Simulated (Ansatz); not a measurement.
# Ionic part of the dielectric constant of AlN, mode by mode

Theory: DFT LDA, scalar-relativistic, plane waves, PAW (Ansatz). Settings: 420 eV plane-wave cutoff, Γ-centred 6×6×6 mesh, fixed occupations. No spin polarisation. Phonons by linear response, acoustic sum rule imposed.

It takes space group F-43m (No. 216, cubic). The conventional cell has a = 4.342 Å, b = 4.342 Å, c = 4.342 Å, α = 90.00°, β = 90.00°, γ = 90.00°. Al (site symmetry -43m) is surrounded by 4 N at 1.88 Å. Around N (site symmetry -43m) lie 4 Al at 1.88 Å.

The cell is the ideal cubic zincblende prototype; this isn't the usual structure of the compound. The run warned that the force constants aren't converged on this k mesh, so the frequencies and all that is formed from them are rough.

The primitive cell has V = 20.46 Å³ and ε∞,xx = 4.538. Each polar mode adds Δε = (4.92064×10⁷/V)·S/ν² along x, with S its oscillator strength in e²/amu, ν in cm⁻¹ and V in Å³.

Problem. From these modes, find each Δε and ε0,xx.
```tsv
ν (cm⁻¹)	S_xx (e²/amu)
664.4	0.7024
```

Solution.
| ν (cm⁻¹) | Δε |
| --- | --- |
| 664.4 | 3.83 |

The sum is 3.827, so ε0,xx = 8.36; the run's tensor has 8.36.

Problem. Where do the longitudinal modes lie for a wave vector along x?

Solution. At 902 cm⁻¹. The Lyddane–Sachs–Teller product Π(ν_LO/ν_TO)² = 1.84 matches ε0/ε∞ = 1.84.

Cost: 1 run of about 0.19 core-minutes, on Oxide Virtual Turin-like Processor (Zen 5) (shared hosts).

The lattice contributes 3.83 to the static dielectric constant, comparable to the electronic 4.538. All of it comes from one polar optical mode, in which the Al and N sublattices move against each other. The electronegativity difference makes the Al–N bond strongly polar, so this motion carries a large dynamical charge. The short, stiff bonds and light nitrogen keep the frequency high, but only the stiffness limits the static ionic response, because the mass cancels between the oscillator strength and the squared frequency. Because the contribution varies as the inverse square of the frequency, the comparable size of the two parts is a safer conclusion than their order.

The same dynamical charge produces the wide gap between the transverse mode at 664.4 cm⁻¹ and the longitudinal one at 902 cm⁻¹: the macroscopic field of the longitudinal displacement adds a restoring force, which electronic screening only partly reduces. With a single polar mode, the Lyddane–Sachs–Teller agreement confirms internal consistency, not the accuracy of either frequency. Cubic symmetry makes the response isotropic, so nothing follows about the dielectric anisotropy of wurtzite AlN.
